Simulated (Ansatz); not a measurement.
# Si: the cell at several levels of theory

One table from this session's results is given with a row withheld; the runs are named, their logs left out.

Program: Ansatz 0.2.0. PAW datasets, plane waves, zero pressure. No spin polarisation and no zero-point or thermal motion.

## The structure to begin with

This is the cell as the run starts from it, not yet at rest; its lengths are not the crystal's.

Space group P6_3/mmc (No. 194), hexagonal; a = 3.625 Å, c = 5.920 Å in the conventional setting, 16.84 Å³ an atom. Near Si stand 4 Si at 2.22 Å.

Structure file:

```cif
data_structure
_symmetry_space_group_name_H-M 'P6_3/mmc'
_symmetry_Int_Tables_number 194
_cell_length_a 3.6252
_cell_length_b 3.6252
_cell_length_c 5.9200
_cell_angle_alpha 90.000
_cell_angle_beta 90.000
_cell_angle_gamma 120.000
_cell_volume 67.38
loop_
_atom_site_label
_atom_site_type_symbol
_atom_site_symmetry_multiplicity
_atom_site_Wyckoff_symbol
_atom_site_fract_x
_atom_site_fract_y
_atom_site_fract_z
_atom_site_occupancy
Si1 Si 4 f 0.33333 0.66667 0.56250 1
```

Set-up of the first run:

Input file input.yaml:

```yaml
crystal:
  lattice:
    - [3.6252448193, 0.0, 0.0]
    - [-1.8126224097, 3.1395541085, 0.0]
    - [0.0, 0.0, 5.9200247899]
  atoms:
    - { symbol: Si, position: [0.3333333333, 0.6666666667, 0.0] }
    - { symbol: Si, position: [0.6666666667, 0.3333333333, 0.5] }
    - { symbol: Si, position: [0.3333333333, 0.6666666667, 0.375] }
    - { symbol: Si, position: [0.6666666667, 0.3333333333, 0.875] }
kpoints:
  mp_grid: { grid: [12, 12, 4] }
hamiltonian:
  xc: pbe
scf:
  occupations: { method: fermi_dirac, width: 0.02 }
relax:
  f_tol: 0.005
  cell: {}
```

The run is started by

```console
$ ansatz run input.yaml --threads 2 --pin off --max-ram 2211MiB --backend cpu --events-out ev --progress --plain --runs-dir out
```

Steps of the session up to this table: PBE: cell and atoms; Relaxation with r2SCAN; PBEsol: cell and atoms; Relaxation with LDA; HSE06: cell and atoms.

One of the session's tables, all rows but one given; the rest of the session is left out.

It belongs to the step «The cells side by side». 

| level | a (Å) | c (Å) | volume (Å³/atom) |
| --- | --- | --- | --- |
| PBE | 3.852 | 6.365 | 20.442 |
| r2SCAN | ? | ? | ? |
| PBEsol | 3.825 | 6.323 | 20.030 |
| LDA | 3.802 | 6.288 | 19.676 |
| HSE06 | 3.833 | 6.327 | 20.125 |

**Question.** Estimate the row for r2SCAN.

**Answer.** a (Å): 3.832; c (Å): 6.341; volume (Å³/atom): 20.162. In the column «a (Å)» it lies between PBEsol (3.825) and HSE06 (3.833).

LDA gives the smallest cell and PBE the largest; they differ by 3.9 % in volume, a mean of 1.3 % in length. The meshes differ: PBE 12×12×4, r2SCAN 12×12×4, PBEsol 12×12×4, LDA 12×12×4, HSE06 6×6×4.
